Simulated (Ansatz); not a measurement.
# Convergence of Al2Cu with the k-point mesh

These are results of Ansatz 0.2.0, DFT r2SCAN, scalar-relativistic, plane waves, PAW, not measurements.

```xyz
3
Lattice="4.0867 0.0014 -0.0100 0.0014 4.1026 0.0178 -0.0071 0.0126 2.9085" Properties=species:S:1:pos:R:3 pbc="T T T"
Al    1.9123    0.0550    1.3819
Al    0.0851    2.0871    1.2508
Cu    0.1027    0.1450    0.0532
```

The plane-wave cutoff is 500 eV, the occupation rule is Gaussian smearing, 0.1 eV and the spin treatment is unpolarised.

The atoms stay fixed while the k-point mesh is varied. ΔE is the energy extrapolated to zero smearing, less that of the reference run (8×8×10). The cell was strained and its atoms displaced at random, so that forces don't vanish. The meshes are Γ-centred. Pressure is positive in compression.

Times are rough; the reference took 34 s on 1 thread of Intel(R) Xeon(R) Platinum 8375C CPU @ 2.90GHz (Ice Lake) (shared host), peak memory 0.76 GiB.

Question: One run gave ΔE = 169 meV/atom and P = 5.53 GPa. Which k-point mesh did it use, of 1×1×1, 2×2×2, 2×2×4, 4×4×4, 4×4×6, 6×6×8?

Answer: 2×2×4. All runs:

```
  mesh  ΔE (meV/atom) P (GPa) largest change of a force component (eV/Å) irreducible points wall time (s)
 1×1×1           -186     3.72                                       0.640                   1            2.2
 2×2×2           -144    -0.24                                       0.286                   8            2.7
 2×2×4            169     5.53                                       0.123                  12            3.1
 4×4×4           66.7     2.77                                       0.176                  36            5.5
 4×4×6           2.20     2.06                                       0.027                  52            6.9
 6×6×8           2.95     2.34                                       0.039                 148             16
8×8×10           0.00     2.27                                       0.000                 324             34
```